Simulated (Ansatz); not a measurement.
# AlN: equation of state with PBEsol

AlN:

```xyz
4
Lattice="3.1130 0.0000 0.0000 -1.5565 2.6959 0.0000 0.0000 0.0000 4.9810" Properties=species:S:1:pos:R:3 pbc="T T T"
Al    1.5565    0.8986    2.4905
Al    0.0000    1.7973    0.0000
N     1.5565    0.8986    4.3833
N     0.0000    1.7973    1.8928
```

```
Program             : Ansatz 0.2.0
Task                : equation of state
Functional          : PBEsol
Potentials or basis : all-electron LAPW, scalar-relativistic
Basis error allowed : 0.002 eV/atom
k mesh              : 10 × 10 × 6
Occupations         : fermi-dirac, width 0.05 eV
Spin                : no spin polarisation
```

| Item | Value |
| --- | --- |
| Equilibrium volume | 10.46 Å³/atom |
| Bulk modulus at fixed shape and positions | 201 GPa |
| Pressure derivative of the bulk modulus | 3.9 |

Energy against volume, from the lowest point:
```
volume (Å³/atom)  energy (meV/atom)
           9.824              26.56
          10.033              11.51
          10.242               2.85
          10.451               0.00
          10.660               2.41
          10.869               9.59
          11.078              21.09
```

All runs of the series together: 2.4 min on 2 threads of AMD EPYC 7R43 64-Core Processor (Zen 3), with other jobs on the host.

Caveat: the cell was scaled at fixed shape and fractional positions, which overstates the stiffness of a crystal with free parameters, most of all of layers and chains.
